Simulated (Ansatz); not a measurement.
## Sc3H: competing structures

The calculation used DFT PBE, scalar-relativistic, plane waves, PAW (Ansatz 0.2.0). Settings: cutoff 420 eV, Γ-centred meshes no coarser than 0.19 Å⁻¹ for metals and 0.3 Å⁻¹ for insulators (2π included), Gaussian smearing.

Temperature and zero-point effects are left out. Only the structures computed here compete, so a lower one can exist. For metals, differences of a few meV/atom aren't resolved. No run is spin-polarised.

```tsv
#	started from	space group	atoms	V (Å³/atom)	ΔE (meV/atom)	gap on mesh (eV)
1	TiAl3 (D0_22) type	I4/mmm (No. 139)	4	20.4	0	0.00
2	Cu3Au (L1_2) type	Pm-3m (No. 221)	4	20.4	71	0.00
```

The lowest structure: Space group I4/mmm (No. 139), tetragonal, a = 4.020 Å, c = 10.108 Å. Sc on Wyckoff site b (1 atom of the primitive cell) is coordinated by 4 H at 2.84 Å and 8 Sc at 3.23 Å; Sc on Wyckoff site d (2 atoms of the primitive cell) has 4 Sc at 2.84 Å, 4 H at 3.23 Å and 4 Sc at 3.23 Å; around H lie 4 Sc at 2.84 Å and 8 Sc at 3.23 Å. Its energy against the elements is 0.60 eV/atom, so it is unstable even against them. Formation energies are uncorrected and refer to the lowest elemental structures computed at the same level (H₂ as a molecule).

```xyz
4
Lattice="-2.0098 2.0098 5.0538 2.0098 -2.0098 5.0538 2.0098 2.0098 -5.0538" Properties=species:S:1:pos:R:3 pbc="T T T"
Sc    0.0000    0.0000    5.0538
Sc    2.0098    0.0000    2.5269
Sc    0.0000    2.0098    2.5269
H     0.0000    0.0000    0.0000
```

The second: Space group Pm-3m (No. 221), cubic, a = 4.341 Å. Sc is coordinated by 4 H at 3.07 Å and 8 Sc at 3.07 Å; H is coordinated by 12 Sc at 3.07 Å.